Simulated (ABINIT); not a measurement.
Wanted: the native input for an ABINIT 10.8.3 (patched build) run.

- Task: band structure
- Functional: LDA
- Potentials or basis: JTH PAW LDA v2.0
- Cutoff: 626 eV
- k mesh: 8 × 8 × 6
- Occupations: fermi-dirac, width 0.05 eV
- Spin: no spin polarisation
- Fine-grid cutoff: 1224.51 eV

The system is TiO2.

```
Ti O
1.0
     2.70603   -2.70666    0.00000
     2.70603    2.70666    0.00000
    -2.63353    0.00000    4.79664
Ti O
2 4
Direct
  0.86589 0.13411 0.75000
  0.13411 0.86589 0.25000
  0.08876 0.33122 0.16715
  0.91124 0.66878 0.83285
  0.66878 0.91124 0.33285
  0.33122 0.08876 0.66715
```

The cell is a database's computed one.

One way to write it, as run:

run.abi

```
# Datasets: ground state, then fixed potential
ndtset 2

# Pseudopotentials
pp_dirpath "./"
pseudos "Ti.LDA_PW-JTH.xml, O.LDA_PW-JTH.xml"

# Structure
acell 3*1.0 Angstrom
rprim
     2.7060340000    -2.7066550000     0.0000000000
     2.7060340000     2.7066550000     0.0000000000
    -2.6335310000     0.0000000000     4.7966370000
ntypat 2
znucl 22 8
natom 6
typat 1 1 2 2 2 2
xred
     0.8658900000     0.1341100000     0.7500000000
     0.1341100000     0.8658900000     0.2500000000
     0.0887550000     0.3312210000     0.1671490000
     0.9112450000     0.6687790000     0.8328510000
     0.6687790000     0.9112450000     0.3328510000
     0.3312210000     0.0887550000     0.6671490000
chkprim 0
chksymtnons 0
tolsym 1.0e-6

# Plane-wave basis
ecut 23.0
pawecutdg 45.0

# Exchange and correlation
ixc 7

# Bands and occupations
occopt 3
tsmear 0.00183747

# SCF cycle
nstep 100

# Output
iomode 3
prtwf 0
prteig 0
prtebands 0
enunit 1
prtden1 1

# Dataset 1
kptopt1 1
ngkpt1 8 8 6
nshiftk1 1
shiftk1 0.0 0.0 0.0
nband1 29
tolvrs1 1.0e-9

# Dataset 2: bands along G-Y-F-L-I
iscf2 -2
getden2 1
nband2 35
nbdbuf2 4
tolwfr2 1.0e-11
kptopt2 -4
ndivsm2 5
prteig2 1
kptbounds2
     0.0000000000     0.0000000000     0.0000000000
    -0.4612513445    -0.4612513445     0.0808612034
    -0.5021272409    -0.5021272409     0.2526101140
    -0.5000000000    -0.5000000000     0.5000000000
    -0.5794315881    -0.4205684119     0.5000000000
```

Potentials or basis: JTH PAW LDA v2.0.

Run with:

```sh
$ abinit run.abi > log 2>&1
```

It gave:

```yaml
Pressure: -12.7 GPa
Largest_force: 0.342 eV/Å
Band_gap_on_the_k_mesh: 1.97 eV, indirect (least direct gap 2.31 eV)
Band_gap_along_the_path: 1.97 eV, indirect (least direct gap 2.41 eV)
```

Caveat: the atomic spheres overlap.

Run time: 8.2 min on 1 thread of Arm Neoverse V2, on a shared host, peak memory 0.3 GiB.
